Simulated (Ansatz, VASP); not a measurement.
# One calculation of HgTe, two programs

The input INCAR:

```
SYSTEM = HgTe
  PREC = Accurate
  ENCUT = 520
  EDIFF = 1E-7
  ISMEAR = 0
  SIGMA = 0.1
  LREAL = .FALSE.
  LASPH = .TRUE.
  NELM = 100
  ALGO = Fast
  ISIF = 2
  LWAVE = .FALSE.
  LCHARG = .FALSE.
  GGA = PS
  IBRION = 2
  NSW = 60
  EDIFFG = -0.002
```

KPOINTS

```
Automatic mesh
0
G
  9 9 9
  0 0 0
```

POSCAR

```
HgTe
1.0
    0.0520771749      3.2580782577      3.2580782577
    3.2580782577      0.0520771749      3.2580782577
    3.2580782577      3.2580782577      0.0520771749
Hg Te
1 1
Direct
    0.0000000000      0.0000000000      0.0000000000
    0.2500000000      0.2500000000      0.2500000000
```

Input for Ansatz:

```yaml
crystal:
  lattice:
    - [0.0520771749, 3.2580782577, 3.2580782577]
    - [3.2580782577, 0.0520771749, 3.2580782577]
    - [3.2580782577, 3.2580782577, 0.0520771749]
  atoms:
    - { symbol: Hg, position: [0.0, 0.0, 0.0] }
    - { symbol: Te, position: [0.25, 0.25, 0.25] }
basis:
  ecutwfc: 420
kpoints:
  mp_grid: { grid: [9, 9, 9] }
hamiltonian:
  xc: pbesol
scf:
  occupations: { method: gaussian, width: 0.1 }
output:
  forces: true
  stress: true
  eigenvalues: true
relax:
  adjacent_minimum: "off"
  f_tol: 0.002
  max_steps: 40
```

Change from the starting cell: strained cell.

Alike in both runs: task relaxation of the atoms; functional PBEsol; k mesh 9 × 9 × 9; occupations gaussian, width 0.1 eV; no spin polarisation.

|  | VASP | Ansatz |
| --- | --- | --- |
| version | VASP 6.6.1 | Ansatz 0.2.0 |
| potentials or method | VASP PAW PBE potentials, release 64 (Hg, Te) | scalar-relativistic, plane waves, PAW |
| plane-wave cutoff (eV) | 520 | 420 |
| valence electrons in the cell | 18 | 36 |

```csv
,VASP,Ansatz,Ansatz less VASP
"gap on the k mesh at the Fermi level, each at its own relaxed structure (eV)",none,none,-
energy change over the relaxation (meV/atom),-2,-2,0.0
```

A gap of «none» marks a metal or a gap that the smearing closes. The two sets of potentials don't hold the same shells in valence. Ansatz warned: «stress_scf_threshold_loose».

 Spin-orbit coupling is left out, which matters for the levels of Hg, Te.
